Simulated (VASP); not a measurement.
## VASP 6.6.1 run: KCl

INCAR

```
EDIFF = 0.001
GGA = PE
SIGMA = 0.02
LASPH = .TRUE.
LCHARG = .FALSE.
ENCUT = 520
ISIF = 2
LREAL = .FALSE.
IBRION = -1
ISMEAR = -1
NELM = 120
PREC = Accurate
LWAVE = .FALSE.
NSW = 0
NBANDS = 15
```

KPOINTS

```
KPOINTS created by Atomic Simulation Environment
0
Gamma
6 6 6
0 0 0
```

POSCAR

```
K  Cl
 1.0000000000000000
     0.0000000000000000    3.5072828303999999    3.4722100021000002
     3.5072828303999999    0.0000000000000000    3.4722100021000002
     3.5072828303999999    3.5072828303999999    0.0000000000000000
 K   Cl
   1   1
Cartesian
  0.0000000000000000  0.0000000000000000  0.0000000000000000
  1.7536414151999999  1.7536414151999999  1.7361050010500001
```

The recommended PBE PAW datasets give the neutral cell 16 valence electrons.

Command

```
mpirun -np 1 vasp_std
```

OSZICAR

```
N       E                     dE             d eps       ncg     rms          rms(c)
DAV:   1     0.103121166515E+03    0.10312E+03   -0.65831E+03   900   0.904E+02
DAV:   2     0.913304576163E+00   -0.10221E+03   -0.93853E+02  1167   0.223E+02
DAV:   3    -0.680422451903E+01   -0.77175E+01   -0.76785E+01  1230   0.548E+01
DAV:   4    -0.709450263825E+01   -0.29028E+00   -0.29018E+00  1500   0.976E+00
DAV:   5    -0.709670469860E+01   -0.22021E-02   -0.22020E-02  1230   0.896E-01    0.352E+00
DAV:   6    -0.662944252677E+01    0.46726E+00   -0.70129E-01  1173   0.376E+00    0.274E+00
DAV:   7    -0.658849170701E+01    0.40951E-01   -0.18839E-01  1271   0.213E+00    0.166E+00
DAV:   8    -0.661181772181E+01   -0.23326E-01   -0.29950E-02  1198   0.116E+00    0.318E-01
DAV:   9    -0.661378410418E+01   -0.19664E-02   -0.20723E-03  1180   0.244E-01    0.168E-01
DAV:  10    -0.661646618934E+01   -0.26821E-02   -0.19079E-03   892   0.266E-01    0.337E-02
DAV:  11    -0.661650251723E+01   -0.36328E-04   -0.48459E-05   891   0.523E-02
   1 F= -.66165025E+01 E0= -.66165025E+01  d E =-.679706E-11
```

From OUTCAR

```
k-points           NKPTS =     30   k-points in BZ     NKDIM =     30   number of bands    NBANDS=     15

   NELECT =      16.0000    total number of electrons

   dimension x,y,z NGX =    40 NGY =   40 NGZ =   40
   dimension x,y,z NGXF=    80 NGYF=   80 NGZF=   80

  energy-cutoff  :      520.00
  volume of cell :       85.42
      direct lattice vectors                 reciprocal lattice vectors
     0.000000000  3.507282830  3.472210002    -0.142560502  0.142560502  0.144000507
     3.507282830  0.000000000  3.472210002     0.142560502 -0.142560502  0.144000507
     3.507282830  3.507282830  0.000000000     0.142560502  0.142560502 -0.144000507

 k-points in reciprocal lattice and weights: KPOINTS created by Atomic Simulation Env
   0.00000000  0.00000000  0.00000000       0.005
   0.16666667  0.00000000  0.00000000       0.037
   0.33333333 -0.00000000  0.00000000       0.037
   0.50000000 -0.00000000  0.00000000       0.019
   0.16666667  0.16666667  0.00000000       0.009
   0.33333333  0.16666667  0.00000000       0.037
   0.50000000  0.16666667  0.00000000       0.037
  -0.33333333  0.16666667  0.00000000       0.037
   ...

 E-fermi :  -2.6758

 k-point     1 :       0.0000    0.0000    0.0000
  band No.  band energies     occupation
      1     -30.4021      2.00000
      2     -14.9365      2.00000
      3     -13.9004      2.00000
      4     -13.8991      2.00000
      5     -13.8991      2.00000
      6      -3.2286      2.00000
      7      -3.2286      2.00000
      8      -3.2247      2.00000
      9       1.6072      0.00000
     10       6.1672      0.00000
     11       6.2362      0.00000
     12       7.1967      0.00000
     13       7.1967      0.00000
     14       7.2454      0.00000
     15       8.2867      0.00000

 k-point     2 :       0.1667    0.0000    0.0000
  band No.  band energies     occupation
      1     -30.4014      2.00000
      2     -14.9904      2.00000
      3     -13.9026      2.00000
      4     -13.9020      2.00000
      5     -13.8406      2.00000
      6      -3.3234      2.00000
      7      -3.2212      2.00000
      8      -3.2172      2.00000
      9       2.0412      0.00000
     10       5.9090      0.00000
     11       5.9593      0.00000
     12       6.8719      0.00000
     13       7.4685      0.00000
     14       7.5980      0.00000
     15       7.6277      0.00000

 k-point     3 :       0.3333   -0.0000    0.0000
  band No.  band energies     occupation
      1     -30.3998      2.00000
      2     -15.0831      2.00000
      3     -13.9079      2.00000
      4     -13.9076      2.00000
      5     -13.7384      2.00000
      6      -3.4739      2.00000
      7      -3.2072      2.00000
      8      -3.2006      2.00000
      9       3.0418      0.00000
     10       5.5125      0.00000
     11       5.7525      0.00000
     12       5.7934      0.00000
     13       7.3698      0.00000
     14       7.4662      0.00000
     15       7.4823      0.00000

 ...

  Total        0.2227457      0.2227457      0.2237160      0.0000000      0.0000000     -0.0000000
  in kB        4.1777491      4.1777491      4.1959475      0.0000000      0.0000000     -0.0000000
  external PRESSURE =       4.1838152 kB  Pullay stress =       0.0000000 kB

 POSITION                                       TOTAL-FORCE (eV/Angst)
 -----------------------------------------------------------------------------------
      0.00000      0.00000      0.00000         0.000000     -0.000000      0.000000
      1.75364      1.75364      1.73611        -0.000000      0.000000     -0.000000
 -----------------------------------------------------------------------------------
    total drift:                                0.000000      0.000000      0.000000

  FREE ENERGIE OF THE ION-ELECTRON SYSTEM (eV)
  ---------------------------------------------------
  free  energy   TOTEN  =        -6.6165025172 eV

  energy  without entropy=       -6.6165025172  energy(sigma->0) =       -6.61650252
```

It converged. Results: gap between bands v and c on the k mesh 4.79 eV; least direct gap on the k mesh 4.83 eV; pressure 0.4 GPa. Band v is the last that the valence electrons fill when counted band by band, and c is the next.

For comparison, a separate PBE run of the intended cell, on usual settings and not on those above, gives a gap of 4.79 eV on its mesh and a pressure of 0.4 GPa.

The run above took about 31 s on one core of a shared host (Intel Xeon Platinum 8488C) and held 0.25 GiB at most.
